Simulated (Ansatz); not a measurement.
# SiC: the cost of one run

Computed with Ansatz 0.2.0 (DFT LDA, scalar-relativistic, plane waves, PAW, and further levels as typed in the inputs, unless a step's input says otherwise).

### 1 The structure to begin with

It takes space group P6_3mc (No. 186, hexagonal). The conventional cell has a = 3.081 Å, b = 3.081 Å, c = 15.125 Å, α = 90.00°, β = 90.00°, γ = 120.00°. Around Si (site symmetry 3m) lie 4 C at 1.88 to 1.90 Å. Si (site symmetry 3m) is surrounded by 4 C at 1.89 Å. Around C (site symmetry 3m) lie 4 Si at 1.88 to 1.89 Å. C (site symmetry 3m) has 4 Si at 1.89 Å as nearest neighbours. Around C (site symmetry 3m) lie 4 Si at 1.89 to 1.90 Å.

Structure file:

```cif
data_structure
_symmetry_space_group_name_H-M 'P 1'
_symmetry_Int_Tables_number 1
_cell_length_a 3.0810
_cell_length_b 3.0810
_cell_length_c 15.1248
_cell_angle_alpha 90.000
_cell_angle_beta 90.000
_cell_angle_gamma 120.000
_cell_volume 124.34
loop_
_atom_site_label
_atom_site_type_symbol
_atom_site_fract_x
_atom_site_fract_y
_atom_site_fract_z
_atom_site_occupancy
Si1 Si 0.00000 0.00000 0.00000 1
Si2 Si 0.00000 0.00000 0.50000 1
Si3 Si 0.33333 0.66667 0.16640 1
Si4 Si 0.66667 0.33333 0.66640 1
Si5 Si 0.66667 0.33333 0.33290 1
Si6 Si 0.33333 0.66667 0.83290 1
C1 C 0.33333 0.66667 0.04120 1
C2 C 0.66667 0.33333 0.54120 1
C3 C 0.66667 0.33333 0.20800 1
C4 C 0.33333 0.66667 0.70800 1
C5 C 0.00000 0.00000 0.37460 1
C6 C 0.00000 0.00000 0.87460 1
```

The structure rests on an entry of the Crystallography Open Database; cell or positions may have been set otherwise for this series.

### 2 Relaxing cell and atoms: SiC, no spin

The input, input.yaml:

```yaml
crystal:
  lattice:
    - [3.081, 0.0, 0.0]
    - [-1.5405, 2.6682242691, 0.0]
    - [0.0, 0.0, 15.1248]
  atoms:
    - { symbol: Si, position: [0.0, 0.0, 0.0] }
    - { symbol: Si, position: [0.0, 0.0, 0.5] }
    - { symbol: Si, position: [0.3333333333, 0.6666666667, 0.1664] }
    - { symbol: Si, position: [0.6666666667, 0.3333333333, 0.6664] }
    - { symbol: Si, position: [0.6666666667, 0.3333333333, 0.3329] }
    - { symbol: Si, position: [0.3333333333, 0.6666666667, 0.8329] }
    - { symbol: C, position: [0.3333333333, 0.6666666667, 0.0412] }
    - { symbol: C, position: [0.6666666667, 0.3333333333, 0.5412] }
    - { symbol: C, position: [0.6666666667, 0.3333333333, 0.208] }
    - { symbol: C, position: [0.3333333333, 0.6666666667, 0.708] }
    - { symbol: C, position: [0.0, 0.0, 0.3746] }
    - { symbol: C, position: [0.0, 0.0, 0.8746] }
scf:
  occupations: { method: fixed }
output:
  forces: true
  stress: true
  eigenvalues: true
  write_density: true
  write_potential: true
  elf: true
  volumetric_format: npy
kpoints:
  mp_grid: { grid: [14, 14, 3] }
hamiltonian:
  xc: lda
relax:
  f_tol: 0.003
  max_steps: 80
  cell: { stress_tol: 0.03 }
```

On the command line:

```
ansatz run input.yaml --threads 4 --pin off --max-ram 16384MiB --backend cpu --events-out ev --progress --plain --runs-dir out
```

**Question.** How long does this run take on 4 threads of Intel Xeon Platinum 8488C (Sapphire Rapids), shared host, and how much memory does it need?

About 44 s, with a peak of 0.56 GiB.
